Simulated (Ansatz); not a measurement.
The system is GaN.

```xyz
2
Lattice="2.9806 0.0000 0.0000 -1.4903 2.5813 0.0000 0.0000 0.0000 2.6834" Properties=species:S:1:pos:R:3 pbc="T T T"
Ga    1.4903    0.8604    1.3417
N     0.0000    0.0000    0.0000
```

The cell was built by a generator and needn't be a form met in nature.

Base run:

```yaml
Program: Ansatz 0.2.0
Functional: PBEsol
Potentials_or_basis: Ansatz PAW
Cutoff: "420 eV (not typed: the program's choice for these potentials)"
k_mesh: 7 × 7 × 7
Occupations: fermi-dirac, width 0.05 eV
Spin: spin-orbit coupling, no magnetisation
```

Its results: band gap on the k mesh none (metal or under the smearing width); pressure -6.1 GPa.

The run is repeated on the same cell with these changes: functional from PBEsol to LDA. What comes out?

Band gap on the k mesh none (metal or under the smearing width); pressure -11.3 GPa.

LDA binds more tightly than PBEsol, so the same cell stands under less pressure.

Caveats: the PAW data sets come from PBE, with cores solved anew for the run's functional, which leaves a small shift of forces and pressure.
